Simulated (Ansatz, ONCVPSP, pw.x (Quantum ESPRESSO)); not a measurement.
## praseodymium: does the ONCV potential hold in the solid?

praseodymium, optimised norm-conserving Vanderbilt (ONCV), made with ONCVPSP 4.0.1.1 (patched build) (PBE, scalar-relativistic). Core [Kr] 4d10 5s2, reference 4f3 5p6 6s2. Waves: 6s: rc 4.00 bohr, ncon 4, nbas 8, qcut 1.6 1/bohr, 2 projectors, debl 2.6 Ha; 5p: rc 2.20 bohr, ncon 4, nbas 7, qcut 5.4 1/bohr, 2 projectors, debl 3 Ha; d scattering state at 0.27 Ha: rc 3.40 bohr, ncon 4, nbas 8, qcut 2.9 1/bohr, 2 projectors, debl 1.1 Ha; 4f: rc 1.80 bohr, ncon 3, nbas 7, qcut 10.8 1/bohr, 1 projector. Local part: polynomial inside 1.65 bohr (lpopt 1, dvloc0 2 Ha). Core correction: none.

In the d channel the program set the typed energies aside and used -0.074, 1.026 Ha.

Crystal test: sc Pr in pw.x 7.5, no spin, 12³ k-points, Fermi–Dirac smearing 0.01 Ry, cutoffs 115/460 Ry. The reference is all-electron LAPW (Ansatz 0.2.0) with the same functional, mesh and smearing; V0 and B0 come from Birch–Murnaghan fits to the pressures at five volumes. Errors are pseudo minus all-electron; Δ is the rms difference of the E(V) curves that follow from these fits, minima aligned, over ±6 % about the mean V0. Mesh and smearing are coarse, so the numbers serve the comparison and aren't converged zero-temperature values; the lattice is a test structure that the element need not adopt. Spin polarisation and strong correlation are left out, which matters for this element.

All-electron: a0 = 2.730 Å (V0 = 20.34 Å³/atom), B0 = 81.6 GPa.

How far does the potential miss the all-electron equation of state?

mean pressure error (GPa): +2.43. The pressure does not cross zero within the volumes sampled, so no fit is given. The largest radius (4.00 bohr) exceeds half the bond length (2.59 bohr), so the spheres overlap, which is one possible source of error among others. This is a poor potential for the solid. The generator flags a localised state at positive energy (s at 11 eV). The pseudo pressure rises with volume over part of the range, a mechanical instability. Atomic configuration tests: tests left out (the all-electron energies of this program are off by 10 to 40 meV for near-neutral 4f atoms).

```json
{"V (Å³/atom)": "19.664", "P all-electron (GPa)": "3.19", "P pseudo (GPa)": "1.27"}
{"V (Å³/atom)": "20.182", "P all-electron (GPa)": "0.67", "P pseudo (GPa)": "1.51"}
{"V (Å³/atom)": "20.699", "P all-electron (GPa)": "-1.32", "P pseudo (GPa)": "1.64"}
{"V (Å³/atom)": "21.216", "P all-electron (GPa)": "-2.87", "P pseudo (GPa)": "1.64"}
{"V (Å³/atom)": "21.734", "P all-electron (GPa)": "-4.10", "P pseudo (GPa)": "1.65"}
```

At the middle volume, how do free energy and pressure move when the wave cutoff is lowered (ecutrho kept at four times it)?

```csv
cutoff (Ry),shift of F (meV/atom),shift of P (GPa)
52,+9265.0,-170.63
69,+1320.3,-75.21
92,+16.8,-1.86
```

The run at the middle volume (84 k-points, 46 iterations) took about 6.6 min on one core of a shared host (Neoverse-N1, 64 threads, 124 GiB, load 54).
